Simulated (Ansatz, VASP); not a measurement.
**Pb in VASP and in Ansatz**

```xyz
2
Lattice="3.1224 -1.7852 0.0187 3.1441 1.8230 0.0415 -2.1210 0.0266 6.3543" Properties=species:S:1:pos:R:3 pbc="T T T"
Pb    0.2044    0.0549    1.8926
Pb    3.9412    0.0094    4.5219
```

Alike in both runs: task single point; functional PBE; k mesh 14 × 14 × 8; occupations gaussian, width 0.1 eV; no spin polarisation.

|  | VASP | Ansatz |
| --- | --- | --- |
| version | VASP 6.6.1 | Ansatz 0.2.0 |
| potentials or method | VASP PAW PBE potentials, release 64 (Pb_d) | scalar-relativistic, plane waves, PAW |
| plane-wave cutoff (eV) | 520 | 420 |
| valence electrons in the cell | 28 | 28 |

Ansatz gave:

| Quantity | Value |
| --- | --- |
| gap on the k mesh at the Fermi level (eV) | none |
| pressure (GPa) | -0.4 |
| largest component of the traceless stress (GPa) | 1.50 |
| rms of the force components (eV/Å) | 0.270 |

**Question.** Estimate VASP's values.

**Answer.** gap on the k mesh at the Fermi level (eV): none; pressure (GPa): -0.5; largest component of the traceless stress (GPa): 1.50; rms of the force components (eV/Å): 0.272.

Atom by atom the forces differ by 0.001 eV/Å (rms over components). A gap of «none» marks a metal or a gap that the smearing closes. With one functional, cell and mesh, what is left measures potentials, basis and numerics.

Spin-orbit coupling is left out, which matters for the levels of Pb.
